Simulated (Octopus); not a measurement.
**GaSb under changes of volume**

One of the cells (28.625 Å³/atom); the others are scaled copies at fixed shape and fractional positions:

```
Sb Ga
1.0
     0.00000    3.05900    3.05900
     3.05900    0.00000    3.05900
     3.05900    3.05900    0.00000
Sb Ga
1 1
Cartesian
  4.5885 4.5885 4.5885
  0.0000 0.0000 0.0000
```

```yaml
Program: Octopus 16.4
Functional: PBEsol
Potentials_or_basis: pseudodojo_pbesol (PseudoDojo 0.4, PBEsol)
Grid_spacing: 0.135 Å
k_mesh: 8 × 8 × 8
Occupations: fermi-dirac, width 0.05 eV
Spin: no spin polarisation
```

| volume (Å³/atom) | energy over the lowest point (meV/atom) | gap on the mesh (eV) |
| --- | --- | --- |
| 26.907 | 16.36 | 0.42 |
| 27.480 | 5.83 | 0.27 |
| 28.052 | 1.08 | 0.12 |
| 28.625 | 0.00 | none |
| 29.197 | ? | ? |
| 29.770 | 12.06 | none |
| 30.342 | 22.02 | none |

Question: What does the run at 29.197 Å³/atom give?

Answer: Energy over the lowest point 4.09 meV/atom; gap on the mesh none.

Worked out: A Birch-Murnaghan fit of order 3 (a polynomial in V^(-2/3)) to the other rows has its minimum at 28.37 Å³/atom with B0 = V·E''(V) = 61 GPa and B' = 6.3. It gives 4.33 meV/atom at 29.197 Å³/atom, against the run's 4.09.

Energies are extrapolated to zero smearing.

Caveats: spin-orbit coupling is left out, which moves the levels of the heavy elements (some runs).

A mesh can miss the band edges.

A gap of «none» marks a metal or a gap under the smearing width.
